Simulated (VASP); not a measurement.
# A VASP 6.6.1 single-point calculation on KI

INCAR

```
NBANDS = 15
ENCUT = 520
LCHARG = .FALSE.
LWAVE = .FALSE.
PREC = Accurate
GGA = PE
LASPH = .TRUE.
NELECT = 15.9
NSW = 0
SIGMA = 0.02
ISMEAR = -1
IBRION = -1
ISIF = 2
EDIFF = 1E-7
LREAL = .FALSE.
NELM = 77
```

KPOINTS

```
KPOINTS created by Atomic Simulation Environment
0
Gamma
6 6 6
0 0 0
```

POSCAR

```
K  I
 1.0000000000000000
     4.3563097475000001    0.0000000000000000    0.0000000000000000
     0.0000000000000000    4.2910852517000002    0.0000000000000000
     0.0000000000000000    0.0000000000000000    4.2910852517000002
 K   I
   1   1
Cartesian
  0.0000000000000000  0.0000000000000000  0.0000000000000000
  2.1781548737500005  2.1455426258500006  2.1455426258500006
```

The recommended PBE PAW datasets give the neutral cell 16 valence electrons.

Command

```
mpirun -np 1 vasp_std
```

Q: Predict the outcome of this run.

A: It converged. Results: pressure -1.0 GPa.

OSZICAR

```
N       E                     dE             d eps       ncg     rms          rms(c)
DAV:   1     0.857867549281E+02    0.85787E+02   -0.61331E+03  1200   0.852E+02
DAV:   2    -0.436600290750E+00   -0.86223E+02   -0.81416E+02  1550   0.213E+02
DAV:   3    -0.531911050634E+01   -0.48825E+01   -0.48497E+01  1805   0.434E+01
DAV:   4    -0.554516538993E+01   -0.22605E+00   -0.22602E+00  1789   0.828E+00
DAV:   5    -0.554754833269E+01   -0.23829E-02   -0.23829E-02  1795   0.868E-01    0.253E+00
DAV:   6    -0.550603515257E+01    0.41513E-01   -0.37485E-02  1585   0.144E+00    0.177E+00
DAV:   7    -0.549316391945E+01    0.12871E-01   -0.79092E-02  1592   0.168E+00    0.494E-01
DAV:   8    -0.549450544521E+01   -0.13415E-02   -0.11970E-02  1355   0.693E-01    0.149E-01
DAV:   9    -0.549459295385E+01   -0.87509E-04   -0.74158E-04  1606   0.202E-01    0.825E-02
DAV:  10    -0.549465884016E+01   -0.65886E-04   -0.14884E-04  1587   0.666E-02    0.354E-02
DAV:  11    -0.549468400963E+01   -0.25169E-04   -0.55239E-05  1452   0.452E-02    0.108E-02
DAV:  12    -0.549468369398E+01    0.31565E-06   -0.14118E-06  1627   0.786E-03    0.103E-02
DAV:  13    -0.549468322745E+01    0.46653E-06   -0.38182E-07  1515   0.428E-03    0.380E-03
DAV:  14    -0.549468300758E+01    0.21987E-06   -0.10764E-07  1321   0.228E-03    0.792E-04
DAV:  15    -0.549468307055E+01   -0.62968E-07   -0.32491E-08  1139   0.116E-03
   1 F= -.54946831E+01 E0= -.54937049E+01  d E =-.195637E-02
```

The cell is charged and sits in a uniform background.

For comparison, a separate PBE run of the intended cell, on usual settings and not on those above, gives a gap of 3.26 eV on its mesh and a pressure of 0.3 GPa.
